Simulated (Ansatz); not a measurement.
# Si3N4: the cost of one run

Program: Ansatz 0.2.0. Level of theory: DFT, PBE, plane-wave PAW, default files, scalar-relativistic, frozen cores, as far as a step names no other. These are calculated values, not measurements.

### 1 The system as given

It takes space group P6_3/m (No. 176, hexagonal). Conventional cell: a = 7.595 Å, b = 7.595 Å, c = 2.902 Å, α = 90.00°, β = 90.00°, γ = 120.00°. Around Si (site symmetry m) lie 4 N at 1.73 Å. N (site symmetry m) has 3 Si at 1.73 Å as nearest neighbours. N (site symmetry -6) is surrounded by 3 Si at 1.73 Å.

Coordinates:

```
Si N
1.0
     7.59500    0.00000    0.00000
    -3.79750    6.57746    0.00000
     0.00000    0.00000    2.90230
Si N
6 8
Cartesian
  5.1687 1.1416 0.9451
  1.5957 5.0470 2.3962
  4.0220 3.9054 0.9451
  -1.3712 5.4359 2.3962
  2.2018 1.5304 0.9451
  -0.2245 2.6720 2.3962
  -1.0292 2.1689 0.9451
  5.2021 0.1931 2.3963
  2.4338 4.6017 0.9451
  4.8267 4.4086 2.3963
  -1.4046 6.3843 0.9451
  1.3637 1.9758 2.3963
  0.0000 4.3850 -0.5064
  3.7975 2.1925 0.9448
```

The earlier run gave: gap on the mesh 4.36 eV, largest force 0.012 eV/Å, pressure 6.5 GPa.

Like atoms gathered into sites:

| site | atoms | first shell | V_zz (10²¹ V/m²) | η | C_Q (MHz) |
| --- | --- | --- | --- | --- | --- |
| Si | 1, 2, 3, 4, … | 4 N at 1.73 Å | 0.91 | 0.27 | – |
| N7 | 7, 8, 9, 10, … | 3 Si at 1.73 Å | -5.10 | 0.07 | -2.52 (¹⁴N) |
| N13 | 13, 14 | 3 Si at 1.73 Å | -5.03 | 0.00 | -2.49 (¹⁴N) |

Conventions: |V_zz| ≥ |V_yy| ≥ |V_xx|, η = (V_xx − V_yy)/V_zz, C_Q = eQV_zz/h. Quadrupole moments are those of Pyykkö's year-2017 table. A dash under C_Q marks elements without a common quadrupolar isotope.

### 2 Settings changed: basis.ecutrho_ratio = 8

Input file input.yaml:

```yaml
crystal:
  lattice:
    - [7.595, 0.0, 0.0]
    - [-3.7975, 6.5774629417, 0.0]
    - [0.0, 0.0, 2.9023]
  atoms:
    - { symbol: Si, position: [0.7673199105, 0.1735618873, 0.3256358181] }
    - { symbol: Si, position: [0.5937580233, 0.7673199105, 0.8256358181] }
    - { symbol: Si, position: [0.8264381127, 0.5937580233, 0.3256358181] }
    - { symbol: Si, position: [0.2326800895, 0.8264381127, 0.8256358181] }
    - { symbol: Si, position: [0.4062419767, 0.2326800895, 0.3256358181] }
    - { symbol: Si, position: [0.1735618873, 0.4062419767, 0.8256358181] }
    - { symbol: "N", position: [0.0293608823, 0.3297475823, 0.3256531517] }
    - { symbol: "N", position: [0.6996133, 0.0293608823, 0.8256531517] }
    - { symbol: "N", position: [0.6702524177, 0.6996133, 0.3256531517] }
    - { symbol: "N", position: [0.9706391177, 0.6702524177, 0.8256531517] }
    - { symbol: "N", position: [0.3003867, 0.9706391177, 0.3256531517] }
    - { symbol: "N", position: [0.3297475823, 0.3003867, 0.8256531517] }
    - { symbol: "N", position: [0.3333333333, 0.6666666667, -0.1744669093] }
    - { symbol: "N", position: [0.6666666667, 0.3333333333, 0.3255330907] }
kpoints:
  mp_grid: { grid: [4, 4, 10] }
scf:
  occupations: { method: fermi_dirac, width: 0.02 }
hamiltonian:
  xc: pbe
  pseudopotentials: { kind: paw, frozen_core: stored }
output:
  forces: true
  stress: true
  populations: true
  efg: { quadrupole_moments_barn: { "N": 0.02044 } }
  write_density: true
  write_potential: true
  elf: true
  volumetric_format: npy
basis:
  ecutrho_ratio: 8
```

On the command line:

```
ansatz run input.yaml --threads 1 --pin off --max-ram 3072MiB --backend cpu --events-out ev --progress --plain --runs-dir out
```

What time and memory should one allow on 1 thread of AMD EPYC 9R14 (Zen 4), shared host?

About 12 s, with a peak of 0.53 GiB.
